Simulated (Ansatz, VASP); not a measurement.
# Mg: VASP beside Ansatz

```
CELL_PARAMETERS angstrom
3.20930 0.00000 0.00000
-1.60465 2.77934 0.00000
0.00000 0.00000 5.21030
ATOMIC_POSITIONS crystal
Mg 0.66667 0.33333 0.75000
Mg 0.33333 0.66667 0.25000
```

Alike in both runs: task single point; functional PBE; k mesh 10 × 10 × 5; occupations gaussian, width 0.016 eV; no spin polarisation.

|  | VASP | Ansatz |
| --- | --- | --- |
| version | VASP 6.6.1 | Ansatz 0.2.0 |
| potentials or method | VASP PAW PBE potentials, release 64 (Mg) | Ansatz PAW |
| plane-wave cutoff (eV) | 520 | 420 |
| valence electrons in the cell | 4 | 20 |

Ansatz gave:

* gap on the k mesh at the Fermi level (eV): none
* pressure (GPa): -0.4
* largest component of the traceless stress (GPa): 0.48

Estimate VASP's values.

gap on the k mesh at the Fermi level (eV): none; pressure (GPa): -0.6; largest component of the traceless stress (GPa): 0.50.

A gap of «none» marks a metal or a gap that the smearing closes. The two sets of potentials don't hold the same shells in valence.
